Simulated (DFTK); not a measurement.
A run of DFTK 0.8.2 is set up as follows.

run.jl

```julia
using DFTK
using PseudoPotentialData
using Unitful, UnitfulAtomic
using LinearAlgebra, Printf
include("save.jl")
disable_threading()

# lattice vectors are the columns
lattice = austrip(1u"Å") * [  2.8124553515  -1.4062276757            0.0;
                      0.0   2.4356577814            0.0;
                      0.0            0.0        4.86685]
symbols   = [:Al, :Al]
positions = [[0.314418, 0.646969, 0.2454],
             [0.669791, 0.33912, 0.753178]]
pseudopotentials = PseudoFamily("dojo.nc.sr.pbe.v0_4_1.standard.upf")
elements = Dict(s => ElementPsp(s, pseudopotentials) for s in unique(symbols))
atoms    = [elements[s] for s in symbols]

build_model(lattice, positions; symmetries=true) =
    model_DFT(lattice, atoms, positions;
              functionals=PBE(),
              temperature=austrip(0.05u"eV"),
              smearing=Smearing.FermiDirac(),
              symmetries)
Ecut  = 26.0  # hartree
kgrid = [11, 11, 6]
tol   = 1e-6
to_GPa = ustrip(uconvert(u"GPa", 1u"hartree/bohr^3"))

model = build_model(lattice, positions)
basis = PlaneWaveBasis(model; Ecut, kgrid)
display(basis)
scfres = self_consistent_field(basis;
                               tol,
                               nbandsalg=AdaptiveBands(model; n_bands_converge=8))
display(scfres.energies)
@printf "Fermi level: %.6f eV\n" ustrip(auconvert(u"eV", something(scfres.εF, NaN)))
forces = compute_forces_cart(scfres)
println("Forces (eV/Å)")
for (s, f) in zip(symbols, forces)
    @printf "%-3s %12.6f %12.6f %12.6f\n" s ustrip.(auconvert.(u"eV/Å", f))...
end
stress = compute_stresses_cart(scfres)
println("Stress (GPa)")
display(round.(stress * to_GPa; digits=4))
println("Levels at the first k-point (eV): ", round.(ustrip.(auconvert.(u"eV", scfres.eigenvalues[1][1:scfres.n_bands_converge])); digits=4))
save_scf!(scfres; forces, stress)
```

Potentials or basis: dojo.nc.sr.pbe.v0_4_1.standard.upf (PBE).

Command:

```console
$ julia --threads=1 run.jl  # save.jl only writes the numbers to a file and isn't shown; printed stress counts tension as positive; times include loading and compiling
```

Task: Predict the largest force.

Result: 0.137 eV/Å.

Task: Estimate the pressure.

Result: 0.0 GPa.

Stress tensor (GPa, compression positive):
```
 1.58  0.02  0.03
 0.02  1.49  0.07
 0.03  0.07 -3.02
```
